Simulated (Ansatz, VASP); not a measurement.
Al in VASP and in Ansatz

```
Al
1.0
     2.83945    0.00000    0.00000
    -1.41972    2.45904    0.00000
     0.00000    0.00000   26.59200
Al
6
Direct
  0.66667 0.33333 0.28205
  0.33333 0.66667 0.37015
  0.00000 0.00000 0.45654
  0.66667 0.33333 0.54346
  0.33333 0.66667 0.62985
  0.00000 0.00000 0.71795
```

Alike in both runs: functional PBEsol; k mesh 12 × 12 × 1; occupations gaussian, width 0.1 eV; no spin polarisation.

Ansatz relaxed the structure, and its values are those at the end. VASP's run is a single point on that final structure, the one shown.

|  | VASP | Ansatz |
| --- | --- | --- |
| version | VASP 6.6.1 | Ansatz 0.2.0 |
| potentials or method | VASP PAW PBE potentials, release 64 (Al) | scalar-relativistic, plane waves, PAW |
| plane-wave cutoff (eV) | 520 | 420 |
| valence electrons in the cell | 18 | 18 |

|  | VASP | Ansatz | Ansatz less VASP |
| --- | --- | --- | --- |
| gap on the k mesh at the Fermi level (eV) | none | none | - |
| work function, face that differs most (eV) | 4.05 | 4.14 | +0.087 |

A gap of «none» marks a metal or a gap that the smearing closes. With one functional, cell and mesh, what is left measures potentials, basis and numerics.
